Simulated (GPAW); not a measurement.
# Ni (P-1) in GPAW: single point with SCAN+D3(BJ)

Aim: the single point of Ni with SCAN+D3(BJ).

Everything below comes from runs of GPAW 26.7.0. Logs are shortened: lines on timing, memory, paths and dates and some standing lists are left out, and cuts for length are marked. The log counts tension as positive stress, the text compression.

### Step 1. The cell of the first run

The typed cell holds 1 atom: a = 2.439 Å, b = 2.387 Å, c = 2.478 Å, α = 111.49°, β = 109.73°, γ = 110.86°.

This isn't the form of Ni at room conditions, which is fcc.

### Step 2. Single point, SCAN+D3(BJ), collinear spin, ferromagnetic start (cell sheared at random, sigma 0.03, atoms nudged by 0.01 Å)

run.py

```python
from ase.calculators.mixing import SumCalculator
from ase.dft.bandgap import bandgap
from ase.io import read, write
from ase.units import Bohr, GPa
from dftd3.ase import DFTD3
from gpaw import GPAW, PW
from gpaw.elf import elf_from_dft_calculation

atoms = read('Ni.cif')
atoms.set_initial_magnetic_moments([1.0])

calc = GPAW(mode=PW(780),
            xc='MGGA_X_SCAN+MGGA_C_SCAN',
            kpts={'size': (12, 12, 11), 'gamma': True},
            occupations={'name': 'fermi-dirac', 'width': 0.05},
            nbands=17,
            convergence={'density': 1e-05, 'energy': 1e-05},
            maxiter=60,
            txt='gpaw.txt')
atoms.calc = SumCalculator([calc, DFTD3(method='scan', damping='d3bj')])
energy = atoms.get_potential_energy()
forces = atoms.get_forces()
stress = atoms.get_stress()
calc.write('gs.gpw')
write('result.traj', atoms)
print(f'Energy: {energy:.6f} eV')
print('Forces (eV/A):')
print(forces.round(4))
print('Stress (GPa):', (stress / GPa).round(3))
print('Moments:', calc.get_magnetic_moments().round(3))
print('Fermi level:', round(calc.get_fermi_level(), 4), 'eV')
print(f'Gap: {bandgap(calc)[0]:.4f} eV, direct: {bandgap(calc, direct=True)[0]:.4f} eV')

# fields on the real-space grid
write('density.cube', atoms, data=calc.get_pseudo_density() * Bohr**3)
write('potential.cube', atoms, data=calc.get_electrostatic_potential())
write('spin.cube', atoms, data=(calc.get_pseudo_density(spin=0) - calc.get_pseudo_density(spin=1)) * Bohr**3)
write('elf.cube', atoms, data=elf_from_dft_calculation(calc).data)
```

Ni.cif

```cif
data_Ni
_cell_length_a 2.43943628
_cell_length_b 2.38668810
_cell_length_c 2.47780116
_cell_angle_alpha 111.48789084
_cell_angle_beta 109.73413352
_cell_angle_gamma 110.85683303
_space_group_name_H-M_alt 'P1'
_space_group_name_Hall 'P 1'
_space_group_IT_number 1
loop_
_space_group_symop_operation_xyz
'x,y,z'
loop_
_atom_site_label
_atom_site_type_symbol
_atom_site_symmetry_multiplicity
_atom_site_Wyckoff_symbol
_atom_site_fract_x
_atom_site_fract_y
_atom_site_fract_z
_atom_site_occupancy
Ni1 Ni 1 a 0.0000000000 0.0000000000 0.0000000000 1
```

Potentials or basis: GPAW PAW data sets (gpaw-data 1.2.1), pw.

On the command line:

```bash
$ OMP_NUM_THREADS=1 python run.py
```

gpaw.txt:

```text
__  _  _
 | _ |_)|_||  |
 |__||  | ||/\| - 26.7.0

Input parameters:
  mode=PW(ecut=780.0),
  convergence={'density': 1e-05, 'energy': 1e-05},
  kpts=MonkhorstPack(size=(12, 12, 11), gamma=True),
  maxiter=60,
  nbands=17,
  occupations=Occupations(name='fermi-dirac', width=0.05),
  xc=XC(name='MGGA_X_SCAN+MGGA_C_SCAN')

Diagonalizing LCAO Hamiltonian
Converting LCAO to pw mode

       Ni

Atoms  # Å, Bohr magnetons
|   | symbol |        x |        y |        z |    initial magnetic moments |
|---|--------|----------|----------|----------|-----------------------------|
| 0 |     Ni | 0.000000 | 0.000000 | 0.000000 | ( 0.0000,  0.0000,  1.0000) |

Unit cell  # Å
| periodic |         x |         y |        z |  lengths |     angles |
|----------|-----------|-----------|----------|----------|------------|
|      yes |  2.439436 |  0.000000 | 0.000000 | 2.439436 | 111.487891 |
|      yes | -0.849742 |  2.230296 | 0.000000 | 2.386688 | 109.734134 |
|      yes | -0.836645 | -1.290036 | 1.943021 | 2.477801 | 110.856833 |

Number of symmetries: 2
Symmetry operations  # r_c * U_cc + t_c -> r_c
|   | kind |            matrix            |
|---|------|------------------------------|
| 0 |  E   |  1, 0, 0,  0, 1, 0,  0, 0, 1 |
| 1 |  i   | -1, 0, 0,  0,-1, 0,  0, 0,-1 |

BZ-sampling:
  Number of BZ points: 1584
  Number of IBZ points: 794

  Monkhorst-Pack size: [12, 12, 11]
  Monkhorst-Pack shift: [0.041666666666666664, 0.041666666666666664, 0.0]

K-points  # in reciprocal-cell coordinates
|     |                                coordinates |     weight |
|-----|--------------------------------------------|------------|
|   0 | ( -0.00000000,  -0.00000000,   0.00000000) | 0.00063131 |
|   1 | ( -0.00000000,  -0.00000000,   0.09090909) | 0.00126263 |
|   2 | ( -0.00000000,  -0.00000000,   0.18181818) | 0.00126263 |
|   3 | ( -0.00000000,  -0.00000000,   0.27272727) | 0.00126263 |
|   4 | ( -0.00000000,  -0.00000000,   0.36363636) | 0.00126263 |
|   5 | ( -0.00000000,  -0.00000000,   0.45454545) | 0.00126263 |
|   6 | ( -0.00000000,   0.08333333,  -0.45454545) | 0.00126263 |
|   7 | ( -0.00000000,   0.08333333,  -0.36363636) | 0.00126263 |
|   8 | ( -0.00000000,   0.08333333,  -0.27272727) | 0.00126263 |
|   9 | ( -0.00000000,   0.08333333,  -0.18181818) | 0.00126263 |
| ... |                                            |            |
| 793 | (  0.50000000,   0.50000000,   0.45454545) | 0.00126263 |

Plane wave coefficients: 534
Cutoff: 780.0 eV

Spin-components: 2 (collinear spins)
Bands:           17
Projectors:      6
Spin-degeneracy: 1
Datatype:        complex128

Density:
  Valence electrons: 16.0
  Components: 2
  Grid points: [16 16 16]
  Charge: 0.0  # |e|

Potential:
  Grid points: [16 16 16]

species:
  Ni:
    name:    Nickel
    Z:       28.0
    valence: 16
    core:    12
    charge:  0.0  # [|e|]
    compensation charges:
      type: gauss
      rc: 0.36  # [Å]
      lmax: 2
    cutoffs:
      filter: 2.14  # [Å]
      core: 1.98  # [Å]
    projectors
    | kind |    occ | energy [eV] | rcut [Å] |
    |------|--------|-------------|----------|
    |   4s |  2.000 |      -5.642 |    1.164 |
    |   3p |  6.000 |     -71.394 |    1.207 |
    |   4p |  0.000 |      -1.226 |    1.207 |
    |   3d |  8.000 |      -8.875 |    1.138 |
    |    s |        |      21.570 |    1.164 |
    |    d |        |      18.337 |    1.138 |

    Using partial waves for Ni as LCAO basis

Reference energy: -41367.998447  # eV

eigensolver:
  PPCG
  Converge bands: occupied
  niter=2

density mixing:
  MSR1-Mixer
  Pratt-step length: 0.05
  Maximum mixing coefficient: 0.75
  Old densities: 10
  SVD Regularization: 0.005
  Good broyden scale: 1.0
  Trust region scale: 1.0
  Backstep threshold: 4.0
  History deletion threshold: 6.0
  Fourier metric: weight=20.0, sigma=0.015

occupation numbers:
  Fermi-Dirac:
    width: 0.0500  # eV

poisson solver:
  ecut: 6240.0  # eV

xc functional:
  name: MGGA_X_SCAN+MGGA_C_SCAN with 2 nearest neighbor stencil

convergence criteria:
- Maximum integral of absolute [dens]ity change: 1e-05 electrons / valence electron
- Maximum [total energy] change in last 3 cyles: 1e-05 eV / valence electron
- Maximum integral of absolute [eigenst]ate change: 4e-08 eV^2 / valence electron
maximum number of iterations: 60

SCF iterations
|iter     | |      energy | eigst |  dens |  magmom |
|---------|-|-------------|-------|-------|---------|
|iter:   1| |  -17.965742 | +0.04 |       |  +1.0009|
|iter:   2| |  -16.732493 | -1.73 | -1.61 |  +0.9902|
|iter:   3| |  -28.541912 | -0.43 | -1.53 |  -0.9363|
|iter:   4| |  -16.375424 | -0.42 | -0.41 |  +0.7481|
|iter:   5| |  -16.863421 | -2.53 | -1.97 |  +0.7998|
|iter:   6| |  -16.856671 | -4.31 | -1.79 |  +0.8048|
|iter:   7| |  -16.863012 | -3.59 | -1.82 |  +0.7387|
|iter:   8| |  -16.872990 | -3.56 | -2.17 |  +0.6737|
|iter:   9| |  -16.874979 | -4.79 | -2.31 |  +0.6680|
|iter:  10| |  -16.878718 | -4.42 | -2.49 |  +0.6433|
|iter:  11| |  -16.879024 | -5.30 | -2.49 |  +0.6419|
|iter:  12| |  -16.879357 | -5.36 | -2.54 |  +0.6386|
|iter:  13| |  -16.879427 | -6.13 | -2.59 |  +0.6384|
|iter:  14| |  -16.879440c| -7.59c| -2.60 |  +0.6382|
|iter:  15| |  -16.879255 | -5.19 | -2.60 |  +0.6380|
|iter:  16| |  -16.879249 | -5.45 | -3.15 |  +0.6425|
|iter:  17| |  -16.879302c| -5.64 | -3.27 |  +0.6430|
|iter:  18| |  -16.879293c| -6.03 | -3.51 |  +0.6444|
|iter:  19| |  -16.879282c| -6.53 | -3.84 |  +0.6454|
|iter:  20| |  -16.879277c| -6.96 | -4.03 |  +0.6458|
|iter:  21| |  -16.879264c| -7.12 | -4.28 |  +0.6463|
|iter:  22| |  -16.879261c| -7.63c| -4.89 |  +0.6464|
|iter:  23| |  -16.879259c| -8.12c| -5.05c|  +0.6465|

Converged in 23 steps
Energy contributions relative to reference atoms: (reference = -41367.998447)

Energy contributions:
  Kinetic:          16.511178
  Coulomb:         -13.479933
  Zero:              0.071802
  External:          0.000000
  Xc:              -19.978230
  Entropy:          -0.008154
  Spinorbit:         0.000000
  ----------------------------
  Free energy:     -16.883336
  Extrapolated:    -16.879259

dipole moment: (-1.537824, -1.920131, -3.967900)  # |e|*Ang

Total magnetic moment: (0.000000, 0.000000, 0.646458)

Local magnetic moments
|        x |        y |        z |
|----------|----------|----------|
| 0.000000 | 0.000000 | 0.707803 |  # Ni   0

Fermi level: 8.668
Eigenvalues  # (at kpt = [-0.000, -0.000, 0.000])
| band index |      eig [eV] | occ [0-1] |      eig [eV] | occ [0-1] |
|------------|---------------|-----------|---------------|-----------|
|          0 |       -57.767 |     1.000 |       -56.557 |     1.000 |
|          1 |       -57.738 |     1.000 |       -56.524 |     1.000 |
|          2 |       -57.724 |     1.000 |       -56.507 |     1.000 |
|          3 |        -1.031 |     1.000 |        -1.470 |     1.000 |
|          4 |         5.330 |     1.000 |         6.558 |     1.000 |
|          5 |         5.889 |     1.000 |         7.094 |     1.000 |
[... 9 lines left out ...]
|         15 |        41.996 |     0.000 |        42.481 |     0.000 |
|         16 |        42.535 |     0.000 |        42.833 |     0.000 |

No gap
No difference between direct/indirect transitions

Forces  # eV/Ang
|       x |       y |       z |
|---------|---------|---------|
| 0.00000 | 0.00000 | 0.00000 |  # Ni   0

Stress tensor  # eV/Ang^3
|         x |         y |         z |
|-----------|-----------|-----------|
|  0.029108 |  0.007138 | -0.071246 |
|  0.007138 | -0.013850 | -0.073880 |
| -0.071246 | -0.073880 | -0.061047 |

# Writing to gs.gpw (mode='')
```

Wall time 21 min (1 thread of Arm Neoverse V2, shared host); peak memory 0.52 GiB.

What came out:

```
Free energy                : -17.0276 eV
Pressure                   : 0.3 GPa
Band gap on the k mesh     : none (metal or under the smearing width)
Net moment                 : 0.65 μB per cell
Site moments               : Ni +0.71 μB
Dispersion energy per atom : -0.144 eV
```

Caveat: the stock nickel data set gives pressures a few GPa off other programs; the PAW data sets were made with another functional, which shifts forces and pressure a little; pairwise dispersion overbinds metals, which lowers pressure and volume.
